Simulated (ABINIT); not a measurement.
The system is Ag.

```
Ag
1.0
     2.93000    0.00000    0.00000
    -1.46500    2.53745    0.00000
     0.00000    0.00000    4.79000
Ag
2
Direct
  0.66667 0.33333 0.75000
  0.33333 0.66667 0.25000
```

This isn't the form of Ag at room conditions, which is fcc.

- Program: ABINIT 10.8.3 (patched build)
- Task: relaxation of cell and atoms
- Functional: PBEsol
- Potentials or basis: JTH PAW PBE v2.0
- Cutoff: 463 eV
- k mesh: 10 × 10 × 6
- Occupations: fermi-dirac, width 0.05 eV
- Spin: no spin polarisation

At the start: pressure -5.9 GPa; volume 17.81 Å³/atom.

Q: How do energy, volume and symmetry change on relaxing?

A: Over 6 steps the energy falls by 20.9 meV/atom and the volume is 16.76 Å³/atom (-5.9 %); space group P6_3/mmc (No. 194, to 0.05 Å).

Step by step:
```csv
step,energy change (eV),largest force (eV/Å),pressure (GPa),volume (Å³)
1,0.0000,0.0000,-5.94,35.61
2,-0.0208,0.0000,-4.38,34.97
3,-0.0414,0.0000,0.69,33.32
4,-0.0418,0.0000,-0.05,33.53
5,-0.0418,0.0000,-0.01,33.52
6,-0.0419,0.0000,0.01,33.52
```

Final structure:
```xyz
2
Lattice="2.8769 0.0000 0.0000 -1.4384 2.4915 0.0000 0.0000 0.0000 4.6761" Properties=species:S:1:pos:R:3 pbc="T T T"
Ag    1.4384    0.8305    3.5070
Ag    0.0000    1.6610    1.1690
```

Caveat: the PAW data sets were made with another functional, which shifts forces and pressure a little.
